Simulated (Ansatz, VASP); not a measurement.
One calculation of HfC, two programs

```xyz
2
Lattice="0.0000 2.3250 2.3250 2.3250 0.0000 2.3250 2.3250 2.3250 0.0000" Properties=species:S:1:pos:R:3 pbc="T T T"
Hf    2.3250    2.3250    2.3250
C     0.0000    0.0000    0.0000
```

Alike in both runs: task relaxation of cell and atoms; functional PBEsol0; k mesh 5 × 5 × 5; occupations fermi-dirac, width 0.05 eV; no spin polarisation.

```csv
,VASP,Ansatz
version,VASP 6.6.1,Ansatz 0.2.0
potentials or method,"VASP PAW PBE potentials, release 64 (Hf_pv, C)",Ansatz PAW
plane-wave cutoff (eV),600,420
valence electrons in the cell,14,30
```

Ansatz gave:

* gap on the k mesh at the Fermi level, each at its own relaxed structure (eV): none
* relaxed volume (Å³/atom): 12.29
* relaxed cell length with the largest relative difference (Å): 3.264
* energy change over the relaxation (meV/atom): -5

Which values does VASP return?

gap on the k mesh at the Fermi level, each at its own relaxed structure (eV): none; relaxed volume (Å³/atom): 12.14; relaxed cell length with the largest relative difference (Å): 3.251; energy change over the relaxation (meV/atom): -12.

A gap of «none» marks a metal or a gap that the smearing closes. The two sets of potentials don't hold the same shells in valence.

Caveats: the k mesh is coarse (spacing up to 0.47 Å⁻¹), so the values aren't converged, least of all with exact exchange; the PAW data sets were made with another functional, which shifts forces and pressure a little (VASP); the plane-wave basis is chosen anew once the cell has moved, so the energies of steps on either side of that aren't comparable (Ansatz); the PAW data sets come from PBE, with cores solved anew for the run's functional, which leaves a small shift of forces and pressure (Ansatz). The runs have no spin-orbit coupling, so splittings on Hf are missing.
